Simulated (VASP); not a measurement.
Input of a VASP 6.6.1 run:

Contents of INCAR:

```
ALGO = Normal
EDIFF = 1E-7
EDIFFG = -0.005
ENCUT = 600
GGA = PS
IBRION = 2
ISIF = 3
ISMEAR = 0
LASPH = T
LCHARG = F
LREAL = F
LWAVE = F
NELM = 80
NSW = 90
PREC = Accurate
SIGMA = 0.03
```

Contents of KPOINTS:

```
k-points
0
Gamma
  8 8 8
```

Contents of POSCAR:

```
AlP                                     
1.0
    0.0000000000      2.7357031041      2.7357031041
    2.7357031041     -0.0000000000      2.7357031041
    2.7357031041      2.7357031041      0.0000000000
  Al              P             
     1     1
Direct
     0.0000000000000000    0.0000000000000000    0.0000000000000000
     0.2500000000000000    0.2500000000000000    0.2500000000000000
```

Potentials or basis: VASP PAW PBE potentials, release 64 (Al, P).

The run is started by

```bash
$ cat potpaw_PBE.64/Al/POTCAR potpaw_PBE.64/P/POTCAR > POTCAR
$ mpirun -np 1 vasp_std > vasp.out
```

(1) Predict the band gap on the k mesh.

## Answers

(1) 1.45 eV, indirect (least direct gap 3.15 eV).

Caveat: the relaxation stopped at its first step, so nothing moved.
